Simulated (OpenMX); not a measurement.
# Na (Im-3m) in OpenMX: a series of runs, part 2 of 2

OpenMX 3.8.5. Earlier steps stand in the parts before.

## Step 3: Single point, PBE, 39.26 Å³/atom

Na.dat reads:

```
System.CurrrentDirectory             ./
System.Name                          Na
DATA.PATH                            ./DFT_DATA13
level.of.stdout                      1
level.of.fileout                     0
Species.Number                       1
<Definition.of.Atomic.Species
  Na  Na9.0-s3p2             Na_PBE13
Definition.of.Atomic.Species>

Atoms.Number                         1
Atoms.SpeciesAndCoordinates.Unit     FRAC
<Atoms.SpeciesAndCoordinates
    1  Na    0.0000000000    0.0000000000    0.0000000000   4.500  4.500
Atoms.SpeciesAndCoordinates>

Atoms.UnitVectors.Unit               Ang
<Atoms.UnitVectors
    -2.1410000000    2.1410000000    2.1410000000
     2.1410000000   -2.1410000000    2.1410000000
     2.1410000000    2.1410000000   -2.1410000000
Atoms.UnitVectors>

scf.XcType                           GGA-PBE
scf.SpinPolarization                 off
scf.ElectronicTemperature            580.226
scf.energycutoff                     500.0
scf.maxIter                          100
scf.EigenvalueSolver                 band
scf.Kgrid                            9 9 9
scf.Mixing.Type                      rmm-diisk
scf.Init.Mixing.Weight               0.05
scf.Min.Mixing.Weight                0.001
scf.Max.Mixing.Weight                0.3
scf.Mixing.History                   25
scf.Mixing.StartPulay                8
scf.criterion                        1.0e-8
MD.Type                              nomd
```

Potentials or basis: OpenMX 2013 PBE set, Na9.0-s3p2, fixed grid of 40 × 40 × 40 points.

Started as:

```
$ openmx Na.dat -nt 1 > Na.std
```

Na.out:

```text
Required cutoff energy (Ryd) for 3D-grids = 500.0000
      Used cutoff energy (Ryd) for 3D-grids = 482.3460, 482.3460, 482.3460
  Num. of grids of a-, b-, and c-axes = 40, 40, 40

  Num.Grid1.    40
  Num.Grid2.    40
  Num.Grid3.    40

  Cell_Volume =    264.914970076648 (Bohr^3)
  GridVol     =      0.004139296407 (Bohr^3)
  Cell vectors (bohr) of the grid cell (gtv)
    gtv_a = -0.101147583539,  0.101147583539,  0.101147583539
    gtv_b =  0.101147583539, -0.101147583539,  0.101147583539
    gtv_c =  0.101147583539,  0.101147583539, -0.101147583539
    |gtv_a| =  0.175192753752
    |gtv_b| =  0.175192753752
    |gtv_c| =  0.175192753752

***********************************************************

***********************************************************
                  SCF history at MD= 1
***********************************************************

   SCF=   1  NormRD=  1.000000000000  Uele= -10.570658974625
   SCF=   2  NormRD=  0.060672409307  Uele= -10.574392898767
   SCF=   3  NormRD=  0.057956604465  Uele= -10.577539575926
   SCF=   4  NormRD=  0.042498150721  Uele= -10.595353364624
   SCF=   5  NormRD=  0.031158723344  Uele= -10.607597815863
   SCF=   6  NormRD=  0.022829194340  Uele= -10.616057326018
   SCF=   7  NormRD=  0.016710106226  Uele= -10.621929192807
   SCF=   8  NormRD=  0.012217837991  Uele= -10.626022332415
   SCF=   9  NormRD=  0.000272593938  Uele= -10.636105108393
   SCF=  10  NormRD=  0.000016157337  Uele= -10.635790136283
   SCF=  11  NormRD=  0.000000478080  Uele= -10.635789476809
[... 98 lines left out ...]
    9    1.93565248490951   1.93565248490951

***********************************************************
                   Mulliken populations
***********************************************************

  Total spin moment (muB)   0.000000000

                    Up spin      Down spin     Sum           Diff
      1   Na      4.500000000  4.500000000   9.000000000   0.000000000

 Sum of MulP: up   =     4.50000 down          =     4.50000
              total=     9.00000 ideal(neutral)=     9.00000

  Decomposed Mulliken populations

    1   Na          Up spin      Down spin     Sum           Diff
            multiple
  s           0    1.000169959  1.000169959   2.000339918   0.000000000
   sum over m      1.000169959  1.000169959   2.000339918   0.000000000
  s           1    0.310673431  0.310673431   0.621346861   0.000000000
   sum over m      0.310673431  0.310673431   0.621346861   0.000000000
  s           2    0.000231203  0.000231203   0.000462405   0.000000000
   sum over m      0.000231203  0.000231203   0.000462405   0.000000000
   sum over m+mul  1.311074592  1.311074592   2.622149184   0.000000000
  px          0    1.000070273  1.000070273   2.000140546   0.000000000
  py          0    1.000070273  1.000070273   2.000140546   0.000000000
  pz          0    1.000070273  1.000070273   2.000140546   0.000000000
   sum over m      3.000210819  3.000210819   6.000421637   0.000000000
  px          1    0.062904891  0.062904891   0.125809783   0.000000000
  py          1    0.062904902  0.062904902   0.125809804   0.000000000
  pz          1    0.062904796  0.062904796   0.125809591   0.000000000
   sum over m      0.188714589  0.188714589   0.377429178   0.000000000
   sum over m+mul  3.188925408  3.188925408   6.377850816   0.000000000

***********************************************************
       xyz-coordinates (Ang) and forces (Hartree/Bohr)
***********************************************************

<coordinates.forces
  1
    1    Na     0.00000   0.00000   0.00000  -0.000000000003  0.000000000000 -0.000000000000
coordinates.forces>

***********************************************************
       Fractional coordinates of the final structure
***********************************************************

     1     Na     0.00000000000000   0.00000000000000   0.00000000000000
```

Run time: 48 s. Hardware: 1 thread of Intel Xeon Platinum 8259CL at 2.50GHz (Skylake/Cascade Lake), shared host; peak memory 0.64 GiB.

What came out:

| Quantity | Value |
| --- | --- |
| Free energy | -1286.4171 eV |
| Band gap on the k mesh | none (metal or under the smearing width) |

Caveat: the basis of atomic orbitals isn't converged, which shifts pressures, moduli and gaps.

## Step 4: Single point, PBE, 38.47 Å³/atom (volume scaled by 0.98)

Changes to Na.dat since step 3:

```diff
@@ -18,5 +18,5 @@
 <Atoms.UnitVectors
-    -2.1410000000    2.1410000000    2.1410000000
-     2.1410000000   -2.1410000000    2.1410000000
-     2.1410000000    2.1410000000   -2.1410000000
+    -2.1266304395    2.1266304395    2.1266304395
+     2.1266304395   -2.1266304395    2.1266304395
+     2.1266304395    2.1266304395   -2.1266304395
 Atoms.UnitVectors>
@@ -26,3 +26,2 @@
 scf.ElectronicTemperature            580.226
-scf.energycutoff                     500.0
 scf.maxIter                          100
@@ -38 +37,3 @@
 MD.Type                              nomd
+scf.Ngrid                            40 40 40
+scf.energycutoff                     500.0
```

Started as:

```
$ openmx Na.dat -nt 1 > Na.std
```

Wall time 52 s (1 thread of Intel Xeon Platinum 8259CL at 2.50GHz (Skylake/Cascade Lake), shared host); peak memory 0.66 GiB.

It converged, with:

```
Free energy            : -1286.4181 eV
Band gap on the k mesh : none (metal or under the smearing width)
```

Caveat: the basis of atomic orbitals isn't converged, which shifts pressures, moduli and gaps.

## Step 5: Single point, PBE, 40.04 Å³/atom (volume scaled by 1.02)

Changes to Na.dat since step 4:

```diff
@@ -18,5 +18,5 @@
 <Atoms.UnitVectors
-    -2.1266304395    2.1266304395    2.1266304395
-     2.1266304395   -2.1266304395    2.1266304395
-     2.1266304395    2.1266304395   -2.1266304395
+    -2.1551792212    2.1551792212    2.1551792212
+     2.1551792212   -2.1551792212    2.1551792212
+     2.1551792212    2.1551792212   -2.1551792212
 Atoms.UnitVectors>
```

Started as:

```
$ openmx Na.dat -nt 1 > Na.std
```

It took 40 s on 1 thread of Intel Xeon Platinum 8259CL at 2.50GHz (Skylake/Cascade Lake), shared host; peak memory 0.63 GiB.

It converged, with:

| Quantity | Value |
| --- | --- |
| Free energy | -1286.4155 eV |
| Band gap on the k mesh | none (metal or under the smearing width) |

Caveat: the basis of atomic orbitals isn't converged, which shifts pressures, moduli and gaps.

## Step 6: Single point, PBE, 37.69 Å³/atom (volume scaled by 0.96)

Changes to Na.dat since step 5:

```diff
@@ -18,5 +18,5 @@
 <Atoms.UnitVectors
-    -2.1551792212    2.1551792212    2.1551792212
-     2.1551792212   -2.1551792212    2.1551792212
-     2.1551792212    2.1551792212   -2.1551792212
+    -2.1120640205    2.1120640205    2.1120640205
+     2.1120640205   -2.1120640205    2.1120640205
+     2.1120640205    2.1120640205   -2.1120640205
 Atoms.UnitVectors>
```

Potentials or basis: OpenMX 2013 PBE set, Na9.0-s3p2, fixed grid of 40 × 40 × 40 points.

Started as:

```
$ openmx Na.dat -nt 1 > Na.std
```

It took 49 s on 1 thread of Intel Xeon Platinum 8259CL at 2.50GHz (Skylake/Cascade Lake), shared host; peak memory 0.67 GiB.

The run converged. Its results:

```yaml
Free_energy: -1286.4182 eV
Band_gap_on_the_k_mesh: none (metal or under the smearing width)
```

Caveat: the basis of atomic orbitals isn't converged, which shifts pressures, moduli and gaps.

## Step 7: Single point, PBE, 40.83 Å³/atom (volume scaled by 1.04)

Changes to Na.dat since step 6:

```diff
@@ -18,5 +18,5 @@
 <Atoms.UnitVectors
-    -2.1120640205    2.1120640205    2.1120640205
-     2.1120640205   -2.1120640205    2.1120640205
-     2.1120640205    2.1120640205   -2.1120640205
+    -2.1691742836    2.1691742836    2.1691742836
+     2.1691742836   -2.1691742836    2.1691742836
+     2.1691742836    2.1691742836   -2.1691742836
 Atoms.UnitVectors>
```

Started as:

```
$ openmx Na.dat -nt 1 > Na.std
```

It took 39 s on 1 thread of Intel Xeon Platinum 8259CL at 2.50GHz (Skylake/Cascade Lake), shared host; peak memory 0.62 GiB.

Results (log left out):

* Free energy: -1286.4133 eV
* Band gap on the k mesh: none (metal or under the smearing width)

Caveat: the basis of atomic orbitals isn't converged, which shifts pressures, moduli and gaps.

## Step 8: Single point, PBE, 36.90 Å³/atom (volume scaled by 0.94)

Changes to Na.dat since step 7:

```diff
@@ -18,5 +18,5 @@
 <Atoms.UnitVectors
-    -2.1691742836    2.1691742836    2.1691742836
-     2.1691742836   -2.1691742836    2.1691742836
-     2.1691742836    2.1691742836   -2.1691742836
+    -2.0972938588    2.0972938588    2.0972938588
+     2.0972938588   -2.0972938588    2.0972938588
+     2.0972938588    2.0972938588   -2.0972938588
 Atoms.UnitVectors>
```

Started as:

```
$ openmx Na.dat -nt 1 > Na.std
```

It took 51 s on 1 thread of Intel Xeon Platinum 8259CL at 2.50GHz (Skylake/Cascade Lake), shared host; peak memory 0.68 GiB.

The run converged. Its results:

| Property | Result |
| --- | --- |
| Free energy | -1286.4175 eV |
| Band gap on the k mesh | none (metal or under the smearing width) |

Caveat: the basis of atomic orbitals isn't converged, which shifts pressures, moduli and gaps.

## Step 9: Single point, PBE, 41.61 Å³/atom (volume scaled by 1.06)

Changes to Na.dat since step 8:

```diff
@@ -18,5 +18,5 @@
 <Atoms.UnitVectors
-    -2.0972938588    2.0972938588    2.0972938588
-     2.0972938588   -2.0972938588    2.0972938588
-     2.0972938588    2.0972938588   -2.0972938588
+    -2.1829910528    2.1829910528    2.1829910528
+     2.1829910528   -2.1829910528    2.1829910528
+     2.1829910528    2.1829910528   -2.1829910528
 Atoms.UnitVectors>
```

Potentials or basis: OpenMX 2013 PBE set, Na9.0-s3p2, fixed grid of 40 × 40 × 40 points.

Started as:

```
$ openmx Na.dat -nt 1 > Na.std
```

Run time: 37 s. Hardware: 1 thread of Intel Xeon Platinum 8259CL at 2.50GHz (Skylake/Cascade Lake), shared host; peak memory 0.61 GiB.

The run converged. Its results:

| Property | Result |
| --- | --- |
| Free energy | -1286.4105 eV |
| Band gap on the k mesh | none (metal or under the smearing width) |

Caveat: the basis of atomic orbitals isn't converged, which shifts pressures, moduli and gaps.

## Step 10: Equation of state, PBE

This step only gathers the single runs of the series.

The run converged. Its results:

```yaml
Equilibrium_volume: 37.94 Å³/atom
Bulk_modulus: 8.3 GPa
Pressure_derivative_of_the_bulk_modulus: "4.7 (rough: it moves with the points fitted)"
```

Energy against volume, from the lowest point:
```csv
volume (Å³/atom),energy (meV/atom)
36.901,0.76
37.686,0.00
38.471,0.14
39.256,1.12
40.041,2.69
40.827,4.91
41.612,7.73
```

Caveat: volumes in these bases differ from converged ones by about 1 %, for some elements by several; the basis of atomic orbitals isn't converged, which shifts pressures, moduli and gaps.
